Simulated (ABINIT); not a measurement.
Write the native input for ABINIT 10.8.3 (patched build) that does the following.

| Item | Value |
| --- | --- |
| Task | single point |
| Functional | PBEsol |
| Potentials or basis | JTH PAW PBE v2.0 |
| Cutoff | 599 eV |
| k mesh | 12 × 12 × 12 |
| Occupations | fermi-dirac, width 0.05 eV |
| Spin | no spin polarisation |
| Fine-grid cutoff | 1197.3 eV |

Zn:

```
Zn
1.0
     0.00000    1.96478    1.96478
     1.96478    0.00000    1.96478
     1.96478    1.96478    0.00000
Zn
1
Direct
  0.00000 0.00000 0.00000
```

This isn't the form of Zn at room conditions, which is hcp.

These files were run (other wordings do the same):

run.abi

```
pp_dirpath "./"
pseudos "Zn.GGA_PBE-JTH.xml"

acell 3*1.0 Angstrom
rprim
     0.0000000000     1.9647760000     1.9647760000
     1.9647760000     0.0000000000     1.9647760000
     1.9647760000     1.9647760000     0.0000000000
ntypat 1
znucl 30
natom 1
typat 1
xred
     0.0000000000     0.0000000000     0.0000000000

ecut 22.0
pawecutdg 44.0
pawxcdev 0

kptopt 1
ngkpt 12 12 12
nshiftk 1
shiftk 0.0 0.0 0.0

ixc -116133

nband 10
occopt 3
tsmear 0.00183747

nstep 100
tolvrs 1.0e-9

iomode 3
prtwf 0
prteig 0
prtebands 0
enunit 1
prtden 1
prtvha 1
prtvclmb 1
prtpot 1
```

Potentials or basis: JTH PAW PBE v2.0.

Run with:

```console
$ abinit run.abi > log 2>&1
```

Results of the run:

```
Pressure                                              : -5.6 GPa
Band gap on the k mesh                                : none (metal or under the smearing width)
Valence electrons inside the program's atomic spheres : Zn 10.73 (radii [1.2212] Å)
```

Caveat: the PAW data sets were made with another functional, which shifts forces and pressure a little.

Run time: 9.6 s on 1 thread of Intel(R) Xeon(R) 6975P-C (Granite Rapids), on a shared host, peak memory 0.09 GiB.
